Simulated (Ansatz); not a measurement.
The reference is BaSnO3 in the cubic perovskite structure (space group Pm-3m, No. 221; a = 4.1313 Å).

All numbers come from Ansatz (a program for electronic structure), r2SCAN, PAW, cutoff 500 eV, no SOC.

One change was made to it. Results:

The shortest interatomic distance falls by 0.003 Å to 2.063 Å; the gap character stays indirect, R → Γ; the smallest direct gap rises by 0.06 eV (2.04 eV → 2.10 eV); the band gap rises by 0.06 eV to 1.62 eV.

Problem. Which of these changes matches the shifts?
A) pressure 1.5 GPa
B) pressure −1 GPa
C) pressure 0.7 GPa

Solution. C, pressure 0.7 GPa. For comparison, the band gap in the other runs: pressure −1 GPa gives 1.48 eV; pressure 1.5 GPa gives 1.69 eV.

Load acts through the strain it causes; cell and atoms are relaxed under it. No phonon test of stability was made.
